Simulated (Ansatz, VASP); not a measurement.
One calculation of Pt, two programs

```xyz
1
Lattice="0.0000 1.9336 1.9336 1.9336 0.0000 1.9336 1.9336 1.9336 0.0000" Properties=species:S:1:pos:R:3 pbc="T T T"
Pt    0.0000    0.0000    0.0000
```

Alike in both runs: functional LDA; k mesh 24 × 24 × 24; occupations fermi-dirac, width 0.1 eV; no spin polarisation.

Ansatz relaxed the structure, and its values are those at the end. VASP's run is a single point on that final structure, the one shown.

|  | VASP | Ansatz |
| --- | --- | --- |
| version | VASP 6.6.1 | Ansatz 0.2.0 |
| potentials or method | VASP PAW LDA potentials, release 64 (Pt) | PAW with Ansatz's default frozen-core files, scalar-relativistic |
| plane-wave cutoff (eV) | 520 | 420 |
| valence electrons in the cell | 10 | 18 |

VASP gave:

| Property | Result |
| --- | --- |
| pressure (GPa) | 7.9 |

Q: Which values does Ansatz return?

A: Pressure (GPa): 7.0.

The two sets of potentials don't hold the same shells in valence.

Spin-orbit coupling is left out, which matters for the levels of Pt.
